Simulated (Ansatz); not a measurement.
Wanted: the native input for an Ansatz 0.2.0 run.

```
Task                : single point
Functional          : PBEsol
Potentials or basis : Ansatz PAW
Cutoff              : 420 eV (not typed: the program's choice for these potentials)
k mesh              : 9 × 9 × 5
Occupations         : fermi-dirac, width 0.05 eV
Spin                : no spin polarisation
```

The system is CuO.

```
CELL_PARAMETERS angstrom
1.99097 -2.15355 0.00000
1.99097 2.15355 0.00000
0.00000 0.00000 5.15593
ATOMIC_POSITIONS crystal
Cu 0.50139 0.99208 0.99690
Cu 0.99817 0.48870 0.49358
O 0.49427 0.50718 0.25213
O 0.50850 0.50044 0.74135
```

The cell comes from a database or a generator and needn't be the stable form of this composition.

The cell isn't the ideal one: atoms moved at random, drawn with an rms of 0.05 Å.

The input as run:

input.yaml

```yaml
crystal:
  lattice:
    - [1.990968, -2.15355, 0.0]
    - [1.990968, 2.15355, 0.0]
    - [0.0, 0.0, 5.155928]
  atoms:
    - { symbol: Cu, position: [0.501391, -0.00792, -0.003099] }
    - { symbol: Cu, position: [-0.001827, 0.488699, 0.493582] }
    - { symbol: O, position: [0.494269, 0.507184, 0.252127] }
    - { symbol: O, position: [0.508504, 0.500442, 0.741345] }
hamiltonian:
  xc: pbesol
  pseudopotentials: { kind: paw }
kpoints:
  mp_grid: { grid: [9, 9, 5] }
scf:
  occupations: { method: fermi_dirac, width: 0.05 }
output:
  forces: true
  stress: true
  eigenvalues: true
```

Potentials or basis: Ansatz PAW.

Command:

```bash
$ ansatz run input.yaml --threads 2 --pin off --max-ram 5632MiB --backend cpu --events-out ev --progress --plain --runs-dir out
```

Results of the run:

```
Pressure               : -5.8 GPa
Largest force          : 0.608 eV/Å
Band gap on the k mesh : none (metal or under the smearing width)
```

Caveat: the pressure holds a Pulay correction of +0.7 GPa for the finite cutoff; the run has no spin polarisation, though such a crystal can be magnetic; semilocal functionals often make such compounds metallic where correlation or magnetic order opens a gap, which also shifts bond lengths; the PAW data sets come from PBE, with cores solved anew for the run's functional, which leaves a small shift of forces and pressure.

It took 9.2 s on 2 threads of AMD EPYC 7R13 Processor (Zen 3) (shared host), peak memory 0.51 GiB.
